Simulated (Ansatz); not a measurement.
# Pt under changes of volume

One of the cells (15.904 Å³/atom); the others are scaled copies at fixed shape and fractional positions:

```
Pt
1.0
    -1.58422    1.58422    1.58422
     1.58422   -1.58422    1.58422
     1.58422    1.58422   -1.58422
Pt
1
Direct
  0.00000 0.00000 0.00000
```

This isn't the form of Pt at room conditions, which is fcc.

- Program: Ansatz 0.2.0
- Functional: r2SCAN
- Potentials or basis: Ansatz PAW
- Cutoff: 500 eV (not typed: the program's choice for these potentials)
- k mesh: 12 × 12 × 12
- Occupations: fermi-dirac, width 0.05 eV
- Spin: no spin polarisation

```tsv
volume (Å³/atom)	energy over the lowest point (meV/atom)	pressure (GPa)
14.950	13.38	9.5
15.268	0.90	3.3
15.586	0.00	-2.1
15.904	9.22	-6.9
16.222	27.29	-11.1
16.540	?	?
16.858	85.68	-17.9
```

What does the run at 16.540 Å³/atom give?

Energy over the lowest point 53.11 meV/atom; pressure -14.7 GPa.

Worked out: A Birch-Murnaghan fit of order 3 (a polynomial in V^(-2/3)) to the other rows has its minimum at 15.45 Å³/atom with B0 = V·E''(V) = 262 GPa and B' = 5.5. It gives 53.11 meV/atom at 16.540 Å³/atom, against the run's 53.11, and -dE/dV = -14.8 GPa, against -14.7.

Energies are extrapolated to zero smearing.

Caveats: the PAW data sets come from PBE, with cores solved anew for the run's functional, which leaves a small shift of forces and pressure.
